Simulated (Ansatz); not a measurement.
## Sr: pressure against volume scale

All results are calculated (Ansatz 0.2.0). Periodic Kohn-Sham DFT of a crystal at fixed atoms, scaled to volume_scale times the given cell; pressure positive in compression, energy less spherical unpolarised free atoms, largest_vzz the field gradient of largest size among the nuclei.

The cell before it is scaled or strained (space group Fm-3m, No. 225):
```
CELL_PARAMETERS angstrom
0.00000 3.04240 3.04240
3.04240 0.00000 3.04240
3.04240 3.04240 0.00000
ATOMIC_POSITIONS crystal
Sr 0.00000 0.00000 0.00000
```

Settings of every row: method frozen-core PAW; functional PBE; relativity scalar; k mesh 10x10x10; filling fermi-dirac; smearing width 0.08 eV; wave cutoff 420 eV; paw set soft_2.

Atom start moment: 0 on all atoms.

```
row  volume scale  V (Å³/atom)  pressure (GPa)
  1        0.9405       52.971           0.464
  2          0.97       54.627           0.076
  3             1       56.319               ?
  4          1.03       58.006          -0.578
  5          1.06       59.701          -0.847
```

Question: what pressure should row 3 give?

Worked fit of pressure. Take u = (V_r/V)^(2/3) − 1 with V_r = 56.317 Å³ an atom, which is twice the finite (Eulerian) strain; such expansions in the strain, on which the Birch-Murnaghan equation of state is built, carry the rest volume and the bulk modulus. The shown rows have u = 0.04168, 0.02052, -0.01951, -0.03815. Least squares give pressure = −0.2723 + 16.307 × u + 32.59 × u² GPa; a straight line predicts inner rows, each left out in turn, worse (root mean square 0.03 against 0.0001 GPa). All shown rows lie on it to the printed digit. The pressure vanishes at u = 0.0162, or V = 54.98 Å³ an atom, and there the bulk modulus at fixed shape and fractions is B = −V dP/dV = (2/3)(1 + u) dP/du = 11.8 GPa. The withheld row has u = -2e-05, so the fit gives −0.2723 + 16.307 × (-2e-05) + 32.59 × (-2e-05)² = -0.273 GPa.

The calculation gave -0.272 GPa. The fit lies 0.001 GPa (0.076 % of the column's range) below it, one unit of the last digit.
